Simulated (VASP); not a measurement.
SnSe: single point with PBE0

The system is SnSe, a slab with vacuum.

```
Sn Se
1.0
     4.23363    0.00000    0.00000
     0.00000    4.23363    0.00000
     0.00000    0.00000   11.00381
Sn Se
2 2
Direct
  0.50000 0.00000 0.37838
  0.00000 0.50000 0.62162
  0.50000 0.00000 0.62320
  0.00000 0.50000 0.37680
```

```
Program                            : VASP 6.6.1
Task                               : single point
Functional                         : PBE0
Potentials or basis                : VASP PAW PBE potentials, release 64 (Sn_d, Se)
Cutoff                             : 520 eV
k mesh                             : 4 × 4 × 2
Occupations                        : gaussian, width 0.02 eV
Spin                               : no spin polarisation
Grid for exact exchange (PRECFOCK) : Fast
Exchange at q = 0                  : truncated
Further INCAR settings             : ALGO = Normal; EDIFF = 1e-06
```

- Largest force: 0.204 eV/Å
- Band gap on the k mesh: 2.54 eV, direct

Forces in eV/Å, atoms in the order of the input:
```
Sn   0.000  0.000 -0.007
Sn   0.000  0.000  0.007
Se   0.000  0.000 -0.204
Se   0.000  0.000  0.204
```

Levels at points of the mesh, in eV from the valence-band top:
```
           k point  band 16  band 17  band 18  band 19  band 20  band 21  band 22  band 23  band 24
(0.00, 0.00, 0.00)    -3.70    -3.70    -2.33    -2.33    -0.82     2.91     4.64     4.79     6.18
(0.50, 0.00, 0.00)    -2.92    -1.98    -1.98     0.00     0.00     2.54     2.54     3.15     3.15
(0.50, 0.50, 0.00)    -5.75    -4.03    -4.03    -2.15    -2.15     4.93     4.93     5.73     5.73
(0.00, 0.00, 0.50)    -3.70    -3.70    -2.33    -2.33    -0.82     2.70     4.79     5.82     6.18
(0.50, 0.00, 0.50)    -2.92    -1.98    -1.98     0.00     0.00     2.54     2.54     3.15     3.15
(0.50, 0.50, 0.50)    -5.75    -4.03    -4.03    -2.15    -2.15     4.88     4.88     5.79     5.79
```

Run time: 16 min on 1 thread of AMD EPYC 9R45 (Zen 5) (shared host), peak memory 0.29 GiB.

Caveat: the PAW data sets were made with another functional, which shifts forces and pressure a little; spin-orbit coupling is left out, which moves the levels of the heavy elements.
